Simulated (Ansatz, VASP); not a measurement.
**One calculation of W, two programs**

The input INCAR:

```
  PREC = Accurate
  ENCUT = 520
  EDIFF = 1E-8
  ISMEAR = -1
  SIGMA = 0.03
  LREAL = F
  LASPH = T
  NELM = 60
  ALGO = Normal
  ISIF = 2
  LWAVE = F
  LCHARG = F
  GGA = PE
  LEFG = T
  NBANDS = 13
```

File KPOINTS:

```
regular mesh
0
Gamma
  14 14 14
```

POSCAR

```
W
1.0
   -1.5702218875      1.5702218875      1.5702218875
    1.5702218875     -1.5702218875      1.5702218875
    1.5702218875      1.5702218875     -1.5702218875
W
1
Direct
    0.0000000000      0.0000000000      0.0000000000
```

Input for Ansatz:

```yaml
crystal:
  lattice:
    - [-1.5702218875, 1.5702218875, 1.5702218875]
    - [1.5702218875, -1.5702218875, 1.5702218875]
    - [1.5702218875, 1.5702218875, -1.5702218875]
  atoms:
    - { symbol: W, position: [0.0, 0.0, 0.0] }
kpoints:
  mp_grid: { grid: [14, 14, 14] }
scf:
  occupations: { method: fermi_dirac, width: 0.03 }
hamiltonian:
  xc: pbe
  pseudopotentials: { kind: paw }
output:
  forces: true
  stress: true
  eigenvalues: true
  efg: { contact_densities: true }
```

Change from the starting cell: volume scaled by 0.95, PAW files.

Alike in both runs: task electric field gradients; functional PBE; k mesh 14 × 14 × 14; occupations fermi-dirac, width 0.03 eV; no spin polarisation.

|  | VASP | Ansatz |
| --- | --- | --- |
| version | VASP 6.6.1 | Ansatz 0.2.0 |
| potentials or method | VASP PAW PBE potentials, release 64 (W_sv) | PAW with Ansatz's default frozen-core files, scalar-relativistic |
| plane-wave cutoff (eV) | 520 | 420 |
| valence electrons in the cell | 14 | 14 |

|  | VASP | Ansatz | Ansatz less VASP |
| --- | --- | --- | --- |
| pressure (GPa) | 14.7 | 14.0 | -0.71 |
| Vzz of the field gradient on the site that differs most (V/Å²) | 0.0 | 0.0 | 0.00 |

With one functional, cell and mesh, what is left measures potentials, basis and numerics. Ansatz warned: «gradients_without_spin_orbit».

The runs have no spin-orbit coupling, so splittings on W are missing.
